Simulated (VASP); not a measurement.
Crystal: TiSi2.

```
Ti Si
1.0
     0.00000    4.11752    4.26290
     2.38951    0.00000    4.26290
     2.38951    4.11752    0.00000
Ti Si
2 4
Direct
  0.75000 0.75000 0.75000
  0.50000 0.50000 0.50000
  0.41257 0.08743 0.41257
  0.08743 0.41257 0.08743
  0.16257 0.83743 0.16257
  0.83743 0.16257 0.83743
```

The cell is a database's computed one.

* Program: VASP 6.6.1
* Task: relaxation of cell and atoms
* Functional: PBE
* Dispersion: D3
* Potentials or basis: VASP PAW PBE potentials, release 64 (Ti_sv, Si)
* Cutoff: 600 eV
* k mesh: 7 × 7 × 7
* Occupations: fermi-dirac, width 0.05 eV
* Spin: no spin polarisation

At the start: pressure -3.2 GPa; volume 13.98 Å³/atom.

Q: Where does the relaxation end?

A: Over 5 steps the energy falls by 3.7 meV/atom and the volume is 13.66 Å³/atom (-2.3 %); space group Fddd (No. 70, to 0.05 Å).

Step by step:
```tsv
step	energy change (eV)	largest force (eV/Å)	pressure (GPa)	volume (Å³)
1	0.0000	0.0030	-3.20	83.88
2	-0.0089	0.0260	2.91	80.54
3	-0.0211	0.0157	0.15	81.95
4	-0.0218	0.0053	-0.04	81.98
5	-0.0219	0.0085	0.01	81.97
```

Final structure:
```yaml
crystal:
  lattice:
    - [0.00000, 4.06675, 4.24704]
    - [2.37303, 0.00000, 4.24704]
    - [2.37303, 4.06675, 0.00000]
  atoms:
    - { symbol: Ti, position: [0.75000, 0.75000, 0.75000] }
    - { symbol: Ti, position: [0.50000, 0.50000, 0.50000] }
    - { symbol: Si, position: [0.41264, 0.08736, 0.41264] }
    - { symbol: Si, position: [0.08736, 0.41264, 0.08736] }
    - { symbol: Si, position: [0.16264, 0.83736, 0.16264] }
    - { symbol: Si, position: [0.83736, 0.16264, 0.83736] }
```

Caveat: pairwise dispersion overbinds metals, which lowers pressure and volume.
